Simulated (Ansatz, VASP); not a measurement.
One calculation of H4Os, two programs

```
H Os
1.0
     1.91454   -2.51055    0.00000
     1.91454    2.51055    0.00000
     0.00000    0.00000    3.04364
H Os
4 1
Direct
  0.64685 0.35315 0.00000
  0.35315 0.64685 0.00000
  0.76487 0.76487 0.50000
  0.23513 0.23513 0.50000
  0.00000 0.00000 0.00000
```

Change from the starting cell: ordered vacancies on the cation sites of rutile (Cmmm, No. 65).

Alike in both runs: task relaxation of cell and atoms; functional PBE; k mesh 12 × 12 × 12; occupations gaussian, width 0.1 eV; no spin polarisation.

|  | VASP | Ansatz |
| --- | --- | --- |
| version | VASP 6.6.1 | Ansatz 0.2.0 |
| potentials or method | VASP PAW PBE potentials, release 64 (H, Os) | scalar-relativistic, plane waves, PAW |
| plane-wave cutoff (eV) | 600 | 420 |
| valence electrons in the cell | 12 | 20 |

Ansatz gave:

| Quantity | Value |
| --- | --- |
| gap on the k mesh at the Fermi level, each at its own relaxed structure (eV) | none |
| relaxed volume (Å³/atom) | 5.87 |
| relaxed cell length with the largest relative difference (Å) | 3.052 |

**Question.** Which values does VASP return?

**Answer.** gap on the k mesh at the Fermi level, each at its own relaxed structure (eV): none; relaxed volume (Å³/atom): 5.89; relaxed cell length with the largest relative difference (Å): 3.058.

A gap of «none» marks a metal or a gap that the smearing closes. The two sets of potentials don't hold the same shells in valence.

The runs have no spin-orbit coupling, so splittings on Os are missing.
